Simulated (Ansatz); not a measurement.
# Zinc-blende ZnTe

The numbers are results of Hartree–Fock (PAW; Ansatz, a program for electronic structure), not measurements.

Run with plane-wave cutoff 460 eV, 8×8×8 k mesh, Fermi–Dirac smearing 0.01 eV, scalar-relativistic PAW data made under PBE.

Cell: relaxed at this level.

| Item | Value |
|---|---|
| equilibrium volume per atom | 32.02 Å³/atom |
| bulk modulus | 43.5 GPa |
| lattice constant a | 6.351 Å |
| band gap | 7.64 eV (on the SCF k mesh) |
| pressure derivative B′ of the bulk modulus | 4.0 |

Measured, for comparison: band gap 2.43 eV (zero-point renormalisation of 40 meV (experimental, the table's column) added back here, direct; inputs from Miglio et al. (2020), arXiv:2011.12765); equilibrium volume per atom 28.42 Å³/atom (room temperature, no zero-point or thermal correction; as tabulated in Albrecht et al. (1997), arXiv:cond-mat/9706128); bulk modulus 51 ± 3 GPa (room temperature, no zero-point or thermal correction; as tabulated in Determination of phase transition pressures of ZnTe under quasihydrostatic …); lattice constant a 6.104 Å (room temperature, no zero-point or thermal correction, our sources range from 6.089 to 6.104; as tabulated in Albrecht et al. (1997), arXiv:cond-mat/9706128). Computed (rounded) less measured: equilibrium volume per atom +12.7 %, bulk modulus -15 %, lattice constant a +4.0 % (+4.0 % to +4.3 % over the range).

Note: the cell is over a tenth larger than the published one: the level's own overestimate first of all, though another phase or state, or a fault of the published cell, is possible.

Spin–orbit coupling is not included; with these elements it can move the gap by several tenths of an eV or more.

The computed numbers hold no vibrational or temperature effects.
